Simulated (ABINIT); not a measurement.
Crystal: Ta.

```
Ta
1.0
    -1.65128    1.65128    1.65128
     1.65128   -1.65128    1.65128
     1.65128    1.65128   -1.65128
Ta
1
Direct
  0.00000 0.00000 0.00000
```

Base run:

```yaml
Program: ABINIT 10.8.3 (patched build)
Functional: SCAN
Potentials_or_basis: JTH PAW PBE v2.0
Cutoff: 626 eV
k_mesh: 11 × 11 × 11
Occupations: fermi-dirac, width 0.05 eV
Spin: no spin polarisation
```

Its results: band gap on the k mesh none (metal or under the smearing width); pressure -5.3 GPa.

Question: After a change of settings the same cell gave: band gap on the k mesh none (metal or under the smearing width); pressure -4.6 GPa. Which change was it?
A. functional from SCAN to r2SCAN
B. functional from SCAN to PBE
C. functional from SCAN to PBEsol
D. functional from SCAN to revPBE

Answer: C.

Caveats: the PAW data sets were made with another functional, which shifts forces and pressure a little; spin-orbit coupling is left out, which moves the levels of the heavy elements.
